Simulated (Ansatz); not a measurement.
# SiC: a closer look at a trial structure

The task, for SiC: see how the gap depends on the functional.

Method: DFT PBE, scalar-relativistic, plane waves, PAW, unless a step names another level, in Ansatz 0.2.0.

1 further run of the same task is left out (set aside as unsound or not needed).

## Step 1: The starting structure

The structure is tetragonal, space group P4_2/mnm (No. 136). Conventional cell: a = 5.323 Å, b = 5.323 Å, c = 3.093 Å, α = 90.00°, β = 90.00°, γ = 90.00°. Si (site symmetry m2m) is surrounded by 4 C at 1.87 to 1.92 Å. C (site symmetry m2m) has 4 Si at 1.87 to 1.92 Å as nearest neighbours.

As a file:

```cif
data_structure
_symmetry_space_group_name_H-M 'P4_2/mnm'
_symmetry_Int_Tables_number 136
_cell_length_a 5.3229
_cell_length_b 5.3229
_cell_length_c 3.0926
_cell_angle_alpha 90.000
_cell_angle_beta 90.000
_cell_angle_gamma 90.000
_cell_volume 87.63
loop_
_atom_site_label
_atom_site_type_symbol
_atom_site_symmetry_multiplicity
_atom_site_Wyckoff_symbol
_atom_site_fract_x
_atom_site_fract_y
_atom_site_fract_z
_atom_site_occupancy
Si1 Si 4 f 0.67559 0.67559 0.00000 1
C1 C 4 g 0.81544 0.81544 0.50000 1
```

The cell was relaxed beforehand at this level, from a generated guess; it is a trial structure. At a tolerance of 0.02 Å it has space group P4_2/mnm (No. 136); it has 10.95 Å³/atom, an uncorrected energy of -0.12 eV/atom over the elements and, on its mesh, gap 2.21 eV.

## Step 2: The same geometry with r2SCAN

The input, input.yaml:

```yaml
crystal:
  lattice:
    - [5.3229435569, 0.0, 0.0]
    - [0.0, 5.3229435569, 0.0]
    - [0.0, 0.0, 3.0926496458]
  atoms:
    - { symbol: Si, position: [0.6755857371, 0.6755857371, 0.0] }
    - { symbol: Si, position: [0.8244142629, 0.1755857371, 0.5] }
    - { symbol: Si, position: [0.3244142629, 0.3244142629, 0.0] }
    - { symbol: Si, position: [0.1755857371, 0.8244142629, 0.5] }
    - { symbol: C, position: [0.8154412519, 0.8154412519, 0.5] }
    - { symbol: C, position: [0.6845587481, 0.3154412519, 0.0] }
    - { symbol: C, position: [0.1845587481, 0.1845587481, 0.5] }
    - { symbol: C, position: [0.3154412519, 0.6845587481, 0.0] }
basis:
  ecutwfc: 500
kpoints:
  mp_grid: { grid: [6, 6, 10] }
  band_path:
    path:
      - [[0.0, 0.0, 0.0], [0.0, 0.5, 0.0], [0.5, 0.5, 0.0], [0.0, 0.0, 0.0], [0.0, 0.0, 0.5], [0.0, 0.5, 0.5], [0.5, 0.5, 0.5], [0.0, 0.0, 0.5]]
      - [[0.0, 0.5, 0.0], [0.0, 0.5, 0.5]]
      - [[0.5, 0.5, 0.0], [0.5, 0.5, 0.5]]
    npoints: 14
hamiltonian:
  xc: r2scan
scf:
  occupations: { method: gaussian, width: 0.02 }
  n_extra_bands: 20
output:
  forces: true
  stress: true
  eigenvalues: true
  populations: true
  dos: { projected: true, de: 0.02, nscf_kmesh: { grid: [9, 9, 15] } }
  bader: true
  write_density: true
  write_potential: true
  elf: true
  volumetric_format: npy
```

Run with:

```console
$ ansatz run input.yaml --threads 1 --pin off --max-ram 2560MiB --backend cpu --events-out ev --progress --plain --runs-dir out
```

The program printed:

```text
Warning: RAYON_NUM_THREADS=1 ignored (pool sized by the plan → 1); use --threads N
scf.n_extra_bands = 20 over 16 filled bands (N_el = 32.0): the run solves 36 bands
Engine: ansatz 0.2.0, aarch64-unknown-linux-gnu
Pseudopotentials: kind: paw
Pseudopotential: Si, paw, valence charge 4, recommended cutoff 500 eV (meta_gga), Si.paw.azcp
Pseudopotential: C, paw, valence charge 4, recommended cutoff 500 eV (meta_gga), C.paw.azcp
Functional definition: r2SCAN
  parameter k0 = 0.174
  parameter k1 = 0.065
  parameter a1 = 4.9479
  exchange = r2scan_x(k0 = k0, k1 = k1, a1 = a1)
  correlation = r2scan_c
Crystal: 8 atoms, lattice volume = 87.626 Å³
Basis set: ecut = 500 eV, 2255 PW (Γ), exchange–correlation on 160×160×96 points (64 copies of the dense FFT grid, shifted against one another)
Bands: 36, of which v1, the nominal top of the filled ones, is band 16 counted from 1 (15 counted from 0)
Symmetry: 16 space group operations
Space group: P42/mnm (ITA 136), of the structure as read, at distance tolerance 4.4e-5 Å
k-points: 60 of 360
Non-local potential: Si, projectors of the file, l = 0: 2, l = 1: 2, l = 2: 2
Non-local potential: C, projectors of the file, l = 0: 2, l = 1: 2, l = 2: 1
PAW form: soft (Blöchl's): semilocal exchange-correlation on the pseudo side does not see the compensation charge
PAW frozen core: Si, regenerated for the run's functional (the file was generated under x = pbe(κ = 0.804, μ = 0.2195149727645171), c = pbe(β = 0.06672455060314922))
PAW frozen core: C, regenerated for the run's functional (the file was generated under x = pbe(κ = 0.804, μ = 0.2195149727645171), c = pbe(β = 0.06672455060314922))
PAW one-centre angular grid: Si, 302 points (default); XC on 160 Gauss nodes
PAW one-centre angular grid: C, 302 points (default); XC on 239 of its mesh's 2573 points in the sphere
Initial density: superposition of atomic densities (neutral atoms: chi_scale 0, normalization atom), corrected by the library's trained network
Initial wavefunctions: pseudopotential atomic-orbital guess
Functional: x = r2scan, c = r2scan; τ floored in thin density (d = 2e-4 eV/Å³)
SCF iter   1: F=—  HF=-3564.489179 eV  |F-HF|=—  |Δ(HF+E_count)|=         —  Δρ=6.44e-3  dr2=3.29e-2  dr2_τ=7.56e-1  ethr=1.77e-3  ⟨swp⟩=5.8  Hψ=10882  notcnv=0  defer=268
preconditioner: auto → none  [insulator: Δε(μ)=2.552 eV  Ē_g=15.783 eV  σ=0.020 eV  W_gap=1.00  n_scr=10 (ndim 8)  ℏωp=22.4 eV  f_vac=0.000  D(μ)=0.00/eV (n_scr^D=0)  ε∞_Penn≈3.0]
SCF iter   2: F=—  HF=-3564.647279 eV  |F-HF|=—  |Δ(HF+E_count)|=   1.58e-1  Δρ=4.13e-3  dr2=8.78e-3  dr2_τ=1.80e-4  ethr=1.03e-4  ⟨swp⟩=2.6  Hψ=4088  notcnv=0  defer=829
SCF iter   3: F=—  HF=-3564.647179 eV  |F-HF|=—  |Δ(HF+E_count)|=   1.01e-4  Δρ=5.51e-4  dr2=3.46e-4  dr2_τ=2.40e-5  ethr=2.74e-5  ⟨swp⟩=2.7  Hψ=2578  notcnv=0  defer=829
SCF iter   4: F=—  HF=-3564.647113 eV  |F-HF|=—  |Δ(HF+E_count)|=   6.53e-5  Δρ=1.66e-4  dr2=2.28e-5  dr2_τ=5.72e-6  ethr=1.08e-6  ⟨swp⟩=2.0  Hψ=2239  notcnv=0  defer=829
SCF iter   5: F=—  HF=-3564.647114 eV  |F-HF|=—  |Δ(HF+E_count)|=   4.99e-7  Δρ=5.13e-5  dr2=1.27e-6  dr2_τ=9.78e-8  ethr=7.12e-8  ⟨swp⟩=2.0  Hψ=2260  notcnv=0  defer=829
SCF iter   6: F=—  HF=-3564.647114 eV  |F-HF|=—  |Δ(HF+E_count)|=   4.88e-7  Δρ=1.45e-5  dr2=1.25e-7  dr2_τ=1.24e-8  ethr=3.97e-9  ⟨swp⟩=2.0  Hψ=2291  notcnv=0  defer=829
SCF iter   7: F=-3564.647114 eV  HF=-3564.647114 eV  |F-HF|=1.62e-9  |Δ(HF+E_count)|=   4.28e-8  Δρ=3.30e-6  dr2=6.13e-9  dr2_τ=1.69e-10  ethr=3.13e-10  ⟨swp⟩=14.2  Hψ=15184  notcnv=0
SCF 1 converged in 7 iterations: F = -3564.647114 eV  dr2 = 6.13e-9
NSCF: frozen V_eff on 129 k-points
NSCF: frozen V_eff on 120 k-points
SCF converged after 7 iterations
Free energy (F): -3564.647114 eV
Harris-Foulkes:  -3564.647114 eV  (|F-HF|=1.62e-9)
Internal energy: -3564.647114 eV  (E = F + TS)
E sigma→0 (E₀):  -3564.647114 eV
Fermi energy:    10.035395 eV
--- Per-component energies (eV) ---
  E_band       = 79.073164
  E_kinetic    = 540.653767
  E_local      = -480.273185  (includes V_loc(G=0)·N_el)
  E_nonlocal   = 200.268071
  E_hartree    = 152.442266
  E_xc         = -403.880988
  E_vxc        = -472.691243  (∫ρ·V_xc dr)
  E_paw        = -2480.755227  (= ΣΔE_a)
  E_vpaw       = -36.150543  (= ΣTr[D̂ρ^β])
  E_aug_tail   = 0.000032  (compensation charges beyond the density's cutoff)
  E_vtau       = 22.382856  (kinetic-family band-sum trace: ∫τ·v_τ [+ j·A + Jᵃ·Aᵃ] dr)
  E_ewald      = -1092.697024
  E_core_change = -0.404827  (= ΣΔE_core)
  E_smearing   = -0.000000  (= −TS)
  E_closure    = 0.000000  (closes the sum)
  Σ components = -3564.647114   (vs F -3564.647114, Δ=0.00e0)
--- Forces (eV/Å), atoms counted from 1 ---
  atom   1  Si    -0.02401298    -0.02401298     0.00000000
  atom   2  Si     0.02401298    -0.02401298     0.00000000
  atom   3  Si     0.02401298     0.02401298    -0.00000000
  atom   4  Si    -0.02401298     0.02401298    -0.00000000
  atom   5  C     -0.00478067    -0.00478067    -0.00000000
  atom   6  C      0.00478067    -0.00478067    -0.00000000
  atom   7  C      0.00478067     0.00478067     0.00000000
  atom   8  C     -0.00478067     0.00478067     0.00000000
  max |Σ_I F_I| component: 6.07e-18 eV/Å
--- Stress (GPa, compression-positive) ---
       -3.653046       0.000000       0.000000
        0.000000      -3.653046       0.000000
        0.000000       0.000000      -3.812224
  P = ⅓ Tr σ = -3.7061 GPa (-37.061 kbar)
--- Band table (eV; the first three rows and the last of 60) ---
  k-point 0: bands = ["-7.4028", "-3.9989", "-3.9989", "-3.5155", "0.0488", "1.8804", "2.6268", "2.6268", "4.2619", "5.3222", "7.2943", "7.2943", "8.3273", "8.6765", "8.7452", "8.7452", "12.0603", "13.6898", "14.5832", "14.5832", "14.8535", "15.6813", "16.0046", "16.0046", "17.1942", "18.4864", "18.7137", "18.7137", "19.0718", "19.1043", "19.2946", "20.4505", "20.4505", "22.1190", "22.4054", "22.4528"]
  k-point 1: bands = ["-7.2738", "-3.8824", "-3.8824", "-3.4675", "0.1734", "2.0153", "2.7109", "2.7109", "4.1935", "4.5910", "6.6742", "6.6742", "7.8131", "8.5429", "8.6519", "8.6519", "12.9225", "13.0587", "15.0094", "15.0094", "15.1908", "16.3769", "16.4168", "16.4168", "17.0892", "18.2728", "18.2728", "18.3668", "18.3779", "18.9447", "19.0548", "20.6252", "20.6252", "21.7837", "23.0567", "23.8089"]
  k-point 2: bands = ["-6.8924", "-3.5436", "-3.5436", "-3.3712", "0.5362", "2.4165", "2.8857", "2.8857", "3.2074", "3.9199", "5.4517", "5.4517", "6.6773", "8.0916", "8.3114", "8.3114", "11.8865", "15.2153", "15.3128", "15.3128", "15.7960", "16.3291", "16.7414", "17.4303", "17.7308", "17.7308", "18.0227", "18.0227", "18.1989", "18.5512", "20.5277", "20.5277", "20.6784", "21.7911", "22.7437", "25.0987"]
  k-point 59: bands = ["-4.1128", "-4.1128", "-2.4912", "-2.4912", "0.2210", "0.2210", "0.5463", "0.5463", "4.9024", "4.9024", "6.2917", "6.2917", "6.6875", "6.6875", "7.0263", "7.0263", "12.1774", "12.1774", "12.6349", "12.6349", "14.2613", "14.2613", "14.5431", "14.5431", "19.0586", "19.0586", "19.2823", "19.2823", "20.0445", "20.0445", "22.5382", "22.5382", "25.0804", "25.0804", "25.9964", "25.9964"]
--- Löwdin populations: 8 sites ---
  site symbol       q [e]
     0     Si      2.8507
     1     Si      2.8507
     2     Si      2.8507
     3     Si      2.8507
     4      C      5.0569
     5      C      5.0569
     6      C      5.0569
     7      C      5.0569
  spilling = 0.011552 (of n_electrons = 32.000000)
--- Bader charges: 8 sites ---
  site symbol  charge [e]  shift [e]
     0     Si      2.8717     0.0175
     1     Si      2.8717     0.0175
     2     Si      2.8717     0.0175
     3     Si      2.8717     0.0175
     4      C     -2.8717     0.0175
     5      C     -2.8717     0.0175
     6      C     -2.8717     0.0175
     7      C     -2.8717     0.0175
  estimated error of the sums over rays = 5.6e-4 e
```

It took 2.2 min on 1 thread of Arm Neoverse V2, shared host; peak memory 0.64 GiB.

Per atom:

```csv
atom,Löwdin electrons,Bader charge (e),Bader volume (Å³)
Si1,2.85,+2.87,4.5
Si2,2.85,+2.87,4.5
Si3,2.85,+2.87,4.5
Si4,2.85,+2.87,4.5
C5,5.06,-2.87,17.4
C6,5.06,-2.87,17.4
C7,5.06,-2.87,17.4
C8,5.06,-2.87,17.4
```

The Löwdin counts miss 0.37 of the 32 electrons, which the atomic orbitals do not span, so they are no charges.

From bands.tsv, the levels nearest the gap at the path's corners, in eV from the valence-band top:

```
point  band 13  band 14  band 15  band 16  band 17  band 18  band 19  band 20
    Γ    -0.50    -0.15    -0.08    -0.08     3.23     4.86     5.75     5.75
    X    -1.19    -1.19    -0.99    -0.99     4.45     4.45     5.45     5.45
    M    -2.01    -2.01    -1.72    -1.72     4.85     4.85     4.96     4.96
    Γ    -0.50    -0.15    -0.08    -0.08     3.23     4.86     5.75     5.75
    Z    -3.00    -3.00    -2.89    -2.89     3.36     3.36     6.85     6.85
    R    -2.61    -2.61    -1.44    -1.44     3.64     3.64     5.58     5.58
    A    -2.14    -2.14    -1.80    -1.80     3.35     3.35     3.81     3.81
    Z    -3.00    -3.00    -2.89    -2.89     3.36     3.36     6.85     6.85
    X    -1.19    -1.19    -0.99    -0.99     4.45     4.45     5.45     5.45
    R    -2.61    -2.61    -1.44    -1.44     3.64     3.64     5.58     5.58
    M    -2.01    -2.01    -1.72    -1.72     4.85     4.85     4.96     4.96
    A    -2.14    -2.14    -1.80    -1.80     3.35     3.35     3.81     3.81
```

Highest filled and lowest empty level along the path:

```
distance (1/Å)  highest filled (eV)  lowest empty (eV)
          0.00                -0.08               3.23
          0.17                -0.19               3.34
          0.34                -0.49               3.66
          0.51                -0.87               4.16
          0.67                -1.02               4.45
          0.84                -1.22               4.39
          1.01                -1.52               4.47
          1.18                -1.72               4.85
          1.42                -1.12               3.92
          1.66                -0.28               3.62
          1.90                 0.00               3.29
          2.16                -0.13               3.77
          2.45                -0.59               2.94
          2.74                -1.62               2.48
          3.03                -2.89               3.36
          3.20                -2.61               3.63
          3.37                -1.96               4.12
          3.54                -1.50               3.74
          3.71                -1.47               3.66
          3.87                -1.67               3.79
          4.04                -1.88               3.53
          4.21                -1.80               3.35
          4.45                -2.07               3.56
          4.69                -2.36               4.14
          4.93                -2.85               3.49
          5.12                -1.06               4.57
          5.41                -1.55               5.34
          5.70                -1.66               4.67
          5.99                -1.45               3.69
          6.21                -1.75               4.92
          6.50                -1.60               4.46
          6.79                -1.55               3.88
          7.08                -1.80               3.35
```

States per cell in windows of 1 eV, from dos.tsv and pdos.tsv (zero at the valence-band top):

```csv
from,to,total,Si 3s,Si 3p,C 2s,C 2p
-8,-7,2.05,0.50,0.34,0.14,1.05
-7,-6,2.21,0.32,0.53,0.20,1.14
-6,-5,2.50,0.22,0.71,0.19,1.36
-5,-4,2.54,0.15,0.76,0.14,1.48
-4,-3,3.81,0.16,1.10,0.12,2.39
-3,-2,3.88,0.11,0.96,0.09,2.66
-2,-1,4.05,0.06,0.75,0.06,3.08
-1,0,1.17,0.01,0.12,0.01,0.99
0,1,0.00,0.00,0.00,0.00,0.00
1,2,0.00,0.00,0.00,0.00,0.00
2,3,0.07,0.01,0.03,0.00,0.00
3,4,1.25,0.21,0.51,0.18,0.11
4,5,2.97,0.38,1.31,0.40,0.32
5,6,3.04,0.32,1.43,0.31,0.39
6,7,3.86,0.41,1.77,0.29,0.62
7,8,3.79,0.46,1.57,0.33,0.61
```

Below -8 eV lie 10 or so more states.

Density in a lattice plane of the grid's cell (edges 5.32 and 5.32 Å, at 0.000 of the third edge), which holds Si and C.

Values in e/Å³, 12 rows by 12 columns:
```
0.05 0.08 0.14 0.18 0.17 0.12 0.09 0.09 0.12 0.14 0.11 0.07
0.08 0.14 0.33 0.61 0.64 0.42 0.28 0.23 0.24 0.28 0.21 0.11
0.09 0.18 0.61 1.43 1.57 1.15 0.66 0.36 0.14 0.27 0.28 0.14
0.07 0.17 0.64 1.57 1.75 1.49 0.82 0.34 0.05 0.14 0.24 0.12
0.05 0.12 0.42 1.15 1.49 0.93 0.53 0.38 0.34 0.36 0.23 0.09
0.04 0.09 0.28 0.66 0.82 0.53 0.37 0.53 0.82 0.66 0.28 0.09
0.05 0.09 0.23 0.36 0.34 0.38 0.53 0.93 1.49 1.15 0.42 0.12
0.07 0.12 0.24 0.14 0.05 0.34 0.82 1.49 1.75 1.57 0.64 0.17
0.09 0.14 0.28 0.27 0.14 0.36 0.66 1.15 1.57 1.43 0.61 0.18
0.08 0.11 0.21 0.28 0.24 0.23 0.28 0.42 0.64 0.61 0.33 0.14
0.05 0.07 0.11 0.14 0.12 0.09 0.09 0.12 0.17 0.18 0.14 0.08
0.04 0.05 0.08 0.09 0.07 0.05 0.04 0.05 0.07 0.09 0.08 0.05
```
Columns run along the first of these edges and rows up along the second, over one cell in 12 and 12 even steps from the bottom left corner. Atoms in the plane (fractional): Si at (0.68, 0.68), Si at (0.32, 0.32), C at (0.68, 0.32), C at (0.32, 0.68).

ELF in the same plane.

Ten even steps from ' ' (0.02) to '@' (0.92):
```
          ............                          
      ..----========----::::..............      
    ..--++**####**********++--::::----::::..    
    ::++##%%%%##**##%%%%%%##==::..::------::..  
    --**####**==--**%%@@@@%%++......::----::..  
    --++####--    --%%@@@@@@++::==::....::::..  
    --++##**==....==%%@@@@%%--..==::....::::..  
    ::++##%%####**##%%%%##++--::----------::..  
    ::++##%%@@@@@@%%##**======**%%%%%%##++--..  
    ..==##%%@@@@@@%%**==--==**%%@@@@@@%%##==..  
    ..--++##%%%%%%**======**##%%@@@@@@%%##++::  
    ..::----------::--++##%%%%##**####%%##++::  
    ..::::....::==..--%%@@@@%%==....==**##++--  
    ..::::....::==::++@@@@@@%%--    --####++--  
    ..::----::......++%%@@@@%%**--==**####**--  
    ..::------::..::==##%%%%%%##**##%%%%##++::  
      ..::::----::::--++**********####**++--..  
        ..............::::----========----..    
                            ............        
                                                
```
Columns run along the first of these edges and rows up along the second, over one cell in 24 and 20 even steps from the bottom left corner. Atoms in the plane (fractional): Si at (0.68, 0.68), Si at (0.32, 0.32), C at (0.68, 0.32), C at (0.32, 0.68).

Both are smooth fields of the valence electrons: close to the nuclei they are not physical.

Maxima of ELF outside the ion cores: 0.93 on the Si–C line, 0.9 Å from Si.

## Step 3: Band edges anywhere in the zone (r2SCAN)

The input, input.yaml:

```yaml
crystal:
  lattice:
    - [5.3229435569, 0.0, 0.0]
    - [0.0, 5.3229435569, 0.0]
    - [0.0, 0.0, 3.0926496458]
  atoms:
    - { symbol: Si, position: [0.6755857371, 0.6755857371, 0.0] }
    - { symbol: Si, position: [0.8244142629, 0.1755857371, 0.5] }
    - { symbol: Si, position: [0.3244142629, 0.3244142629, 0.0] }
    - { symbol: Si, position: [0.1755857371, 0.8244142629, 0.5] }
    - { symbol: C, position: [0.8154412519, 0.8154412519, 0.5] }
    - { symbol: C, position: [0.6845587481, 0.3154412519, 0.0] }
    - { symbol: C, position: [0.1845587481, 0.1845587481, 0.5] }
    - { symbol: C, position: [0.3154412519, 0.6845587481, 0.0] }
basis:
  ecutwfc: 500
kpoints:
  mp_grid: { grid: [6, 6, 10] }
  band_path: { path: [VBM, CBM], npoints: 2 }
hamiltonian:
  xc: r2scan
scf:
  occupations: { method: gaussian, width: 0.02 }
output:
  forces: false
  stress: false
  eigenvalues: true
checkpoint:
  read: start.run
  write: ck
  compress: false
  write_wavefunctions: false
  write_every: 100000
```

Run with:

```console
$ ansatz run input.yaml --threads 1 --pin off --max-ram 2560MiB --backend cpu --events-out ev --progress --plain --runs-dir out
```

The program printed, cut to the lines that bear on the results:

```text
Warning: RAYON_NUM_THREADS=1 ignored (pool sized by the plan → 1); use --threads N
[...]
[... 4 set-up lines as earlier in the session ...]
[...]
Crystal: 8 atoms, lattice volume = 87.626 Å³
Basis set: ecut = 500 eV, 2255 PW (Γ), exchange–correlation on 160×160×96 points (64 copies of the dense FFT grid, shifted against one another)
Bands: 24, of which v1, the nominal top of the filled ones, is band 16 counted from 1 (15 counted from 0)
[... 2 set-up lines as earlier in the session ...]
k-points: 60 of 360
[...]
Stability of the state it starts from, as read at its close in the unpolarized treatment: not read negative (Ritz values of 1 − χ₀K, real part plus size of imaginary part, from 0.97 to 1.3, by its mixing steps under the symmetry group of the SCF that read it)
[...]
SCF iter   1: F=—  HF=-3564.647114 eV  |F-HF|=—  |Δ(HF+E_count)|=         —  Δρ=3.55e-6  dr2=7.13e-9  dr2_τ=2.80e-10  ethr=2.08e-7  ⟨swp⟩=3.0  Hψ=12241  notcnv=0
[...]
SCF iter   2: F=-3564.647114 eV  HF=-3564.647114 eV  |F-HF|=1.10e-9  |Δ(HF+E_count)|=   4.69e-8  Δρ=1.64e-6  dr2=9.23e-10  dr2_τ=1.92e-10  ethr=2.23e-11  ⟨swp⟩=6.2  Hψ=5347  notcnv=0
[...]
NSCF: frozen V_eff on 40 k-points
NSCF: frozen V_eff on 40 k-points
NSCF: frozen V_eff on 40 k-points
NSCF: frozen V_eff on 25 k-points
NSCF: frozen V_eff on 15 k-points
NSCF: frozen V_eff on 19 k-points
NSCF: frozen V_eff on 22 k-points
NSCF: frozen V_eff on 19 k-points
NSCF: frozen V_eff on 19 k-points
NSCF: frozen V_eff on 4 k-points
NSCF: frozen V_eff on 11 k-points
NSCF: frozen V_eff on 3 k-points
SCF converged after 2 iterations
Free energy (F): -3564.647114 eV
[...]
E sigma→0 (E₀):  -3564.647114 eV
Fermi energy:    10.035408 eV
[...]
--- Band table (eV; the first three rows and the last of 60) ---
[... band rows left out ...]
[...]
```

Run time: 33 s. Hardware: 1 thread of Arm Neoverse V2, shared host; peak memory 0.51 GiB.

start.run is the saved state of the run that this one goes on from.

(Part 1 of 2 ends here.)
